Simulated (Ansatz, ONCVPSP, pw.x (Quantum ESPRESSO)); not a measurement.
What a changed setting does to a pw.x run (fcc Sc)

Potential: optimised norm-conserving Vanderbilt (ONCV), ONCVPSP 4.0.1, PBE; core [Ne], reference 3s2 3p6 3d1 4s1.75 4p0.25; waves: 3s+4s: rc 1.70 bohr, ncon 3, nbas 6, qcut 8.7 1/bohr, 2 projectors; 3p+4p: rc 2.05 bohr, ncon 4, nbas 9, qcut 6.7 1/bohr, 2 projectors; 3d: rc 2.15 bohr, ncon 5, nbas 9, qcut 6.3 1/bohr, 2 projectors, debl 4 Ha; f scattering state at 0.43 Ha: rc 1.95 bohr, ncon 3, nbas 6, qcut 4.9 1/bohr, 2 projectors, debl 0.4 Ha; local part: polynomial inside 1.65 bohr (lpopt 4, dvloc0 4 Ha); core correction: none.

The reference run (k-mesh 12³, cutoffs 90/360 Ry, Fermi–Dirac 0.01 Ry, mixing_beta 0.4, conv_thr 1e-9, no spin) gives 0.19 GPa at 24.855 Å³/atom, where all-electron LAPW gives 0.01 GPa. This run, with its own iteration cap, changes k-mesh points per axis to 4.

```
&control
  calculation='scf', prefix='x', pseudo_dir='./', outdir='./tmp', tstress=.true., disk_io='none'
/
&system
  ibrav=0, nat=1, ntyp=1, ecutwfc=90, ecutrho=360, nbnd=13,
  occupations='smearing', smearing='fd', degauss=0.01
/
&electrons
  conv_thr=1e-09, mixing_beta=0.4, electron_maxstep=50
/
ATOMIC_SPECIES
Sc 1.0 Sc.UPF
CELL_PARAMETERS angstrom
  0.00000000 2.31629884 2.31629884
  2.31629884 0.00000000 2.31629884
  2.31629884 2.31629884 0.00000000
ATOMIC_POSITIONS crystal
Sc 0.0000 0.0000 0.0000
K_POINTS automatic
4 4 4 0 0 0
```

```bash
pw.x < Sc.scf.in > Sc.scf.out
```

Q: How does the run end?

A: It converges in 8 iterations; the free energy moves by -13.5 meV/atom and the pressure by +0.18 GPa.

```
Message from routine setup:
     using ibrav=0 with symmetry is DISCOURAGED, use correct ibrav instead
     lattice parameter (alat)  =       6.1903  a.u.
     unit-cell volume          =     167.7299 (a.u.)^3
     number of electrons       =        11.00
     number of Kohn-Sham states=           13
     kinetic-energy cutoff     =      90.0000  Ry
     charge density cutoff     =     360.0000  Ry
     scf convergence threshold =      1.0E-09
     Exchange-correlation= PBE
     number of k points=     8  Fermi-Dirac smearing, width (Ry)=  0.0100
     iteration #  1     ecut=    90.00 Ry     beta= 0.40
     total energy              =     -93.13212936 Ry
     estimated scf accuracy    <       0.01532796 Ry
     iteration #  2     ecut=    90.00 Ry     beta= 0.40
     total energy              =     -93.13372242 Ry
     estimated scf accuracy    <       0.00095413 Ry
     iteration #  3     ecut=    90.00 Ry     beta= 0.40
     total energy              =     -93.13386264 Ry
     estimated scf accuracy    <       0.00011071 Ry
     iteration #  4     ecut=    90.00 Ry     beta= 0.40
     total energy              =     -93.13386956 Ry
     estimated scf accuracy    <       0.00000601 Ry
     iteration #  5     ecut=    90.00 Ry     beta= 0.40
     total energy              =     -93.13386854 Ry
     estimated scf accuracy    <       0.00000232 Ry
     iteration #  6     ecut=    90.00 Ry     beta= 0.40
     total energy              =     -93.13386890 Ry
     estimated scf accuracy    <       0.00000001 Ry
     iteration #  7     ecut=    90.00 Ry     beta= 0.40
     total energy              =     -93.13386891 Ry
     estimated scf accuracy    <          1.1E-09 Ry
     iteration #  8     ecut=    90.00 Ry     beta= 0.40
     the Fermi energy is     9.3065 ev
!    total energy              =     -93.13386891 Ry
     estimated scf accuracy    <          5.5E-10 Ry
     smearing contrib. (-TS)   =      -0.00763046 Ry
     The total energy is F=E-TS. E is the sum of the following terms:
     one-electron contribution =     -38.55682576 Ry
     hartree contribution      =      20.92840060 Ry
     xc contribution           =     -12.12715868 Ry
     ewald contribution        =     -63.37065460 Ry
     convergence has been achieved in   8 iterations
          total   stress  (Ry/bohr**3)                   (kbar)     P=        3.75
     Message from routine punch:
     Nothing written, as per user request (disk_io='none')
```

The run took about 5.3 s on one core of a shared server CPU.
